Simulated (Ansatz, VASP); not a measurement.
## Two plane-wave programs on KCl

POSCAR

```
KCl
1.0
    3.7708085932      0.0000000000      0.0000000000
    0.0000000000      3.7708085932      0.0000000000
    0.0000000000      0.0000000000      3.7708085932
K Cl
1 1
Direct
    0.0000000000      0.0000000000      0.0000000000
    0.5000000000      0.5000000000      0.5000000000
```

INCAR.step1

```
SYSTEM = KCl
PREC = Accurate
ENCUT = 520
ISMEAR = 1
SIGMA = 0.2
LREAL = .FALSE.
LASPH = .TRUE.
NELM = 60
NBANDS = 15
GGA = PE
ALGO = Normal
EDIFF = 1E-4
LWAVE = .TRUE.
LCHARG = .FALSE.
```

The input INCAR.step2:

```
SYSTEM = KCl
PREC = Accurate
ENCUT = 520
EDIFF = 1E-6
ISMEAR = 1
SIGMA = 0.2
LREAL = .FALSE.
LASPH = .TRUE.
NELM = 60
ALGO = Normal
ISIF = 2
LWAVE = .FALSE.
LCHARG = .FALSE.
METAGGA = R2SCAN
LMIXTAU = .TRUE.
NBANDS = 15
ISTART = 1
```

KPOINTS

```
Automatic mesh
0
G
  6 6 6
  0 0 0
```

Input for Ansatz:

```yaml
crystal:
  lattice:
    - [3.7708085932, 0.0, 0.0]
    - [0.0, 3.7708085932, 0.0]
    - [0.0, 0.0, 3.7708085932]
  atoms:
    - { symbol: K, position: [0.0, 0.0, 0.0] }
    - { symbol: Cl, position: [0.5, 0.5, 0.5] }
kpoints:
  mp_grid: { grid: [6, 6, 6] }
hamiltonian:
  xc: r2scan
scf:
  occupations: { method: cold, width: 0.2 }
  n_extra_bands: 4
output:
  forces: true
  stress: true
  eigenvalues: true
```

Alike in both runs: task single point; functional r2SCAN; k mesh 6 × 6 × 6; no spin polarisation.

|  | VASP | Ansatz |
| --- | --- | --- |
| version | VASP 6.6.1 | Ansatz 0.2.0 |
| potentials or method | VASP PAW PBE potentials, release 64 (K_sv, Cl) | plane waves |
| plane-wave cutoff (eV) | 520 | 500 |
| occupations | methfessel-paxton of order 1, width 0.2 eV | cold, width 0.2 eV |
| valence electrons in the cell | 16 | 16 |

Ansatz gave:

```
gap on the k mesh at the Fermi level (eV) : 5.80
pressure (GPa)                            : 0.0
```

**Question.** Estimate VASP's values.

**Answer.** gap on the k mesh at the Fermi level (eV): 5.81; pressure (GPa): -0.1.

Caveats: the PAW data sets were made with another functional, which shifts forces and pressure a little (VASP). r2SCAN opens gaps a little over a GGA but as a rule still falls short of measured ones. A k mesh can miss the band edges.
